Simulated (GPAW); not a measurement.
Crystal: KI.

```
I K
1.0
     0.00000    3.53277    3.53277
     3.53277    0.00000    3.53277
     3.53277    3.53277    0.00000
I K
1 1
Cartesian
  3.5328 3.5328 3.5328
  0.0000 0.0000 0.0000
```

```yaml
Program: GPAW 26.7.0
Task: relaxation of cell and atoms
Functional: RPBE
Dispersion: D4
Potentials_or_basis: the program's PAW data sets (release 1.2.1) made for this functional
Cutoff: 600 eV
Basis: pw
k_mesh: 7 × 7 × 7
Occupations: fermi-dirac, width 0.05 eV
Spin: no spin polarisation
```

At the start: pressure 0.6 GPa; volume 44.09 Å³/atom.

Task: How do energy, volume and symmetry change on relaxing?

Result: Over 3 steps the energy falls by 3.8 meV/atom and the volume is 46.18 Å³/atom (+4.7 %); space group Fm-3m (No. 225, to 0.05 Å).

Step by step:
| step | energy change (eV) | largest force (eV/Å) | pressure (GPa) | volume (Å³) |
| --- | --- | --- | --- | --- |
| 1 | 0.0000 | 0.0000 | 0.56 | 88.18 |
| 2 | -0.0010 | 0.0000 | 0.52 | 88.47 |
| 3 | -0.0076 | 0.0000 | 0.03 | 92.35 |

Final structure:
```
I K
1.0
     0.00002    3.58761    3.58761
     3.58761    0.00002    3.58761
     3.58761    3.58761    0.00002
I K
1 1
Direct
  0.50000 0.50000 0.50000
  0.00000 0.00000 0.00000
```

Caveat: later steps reuse the first step's grids.
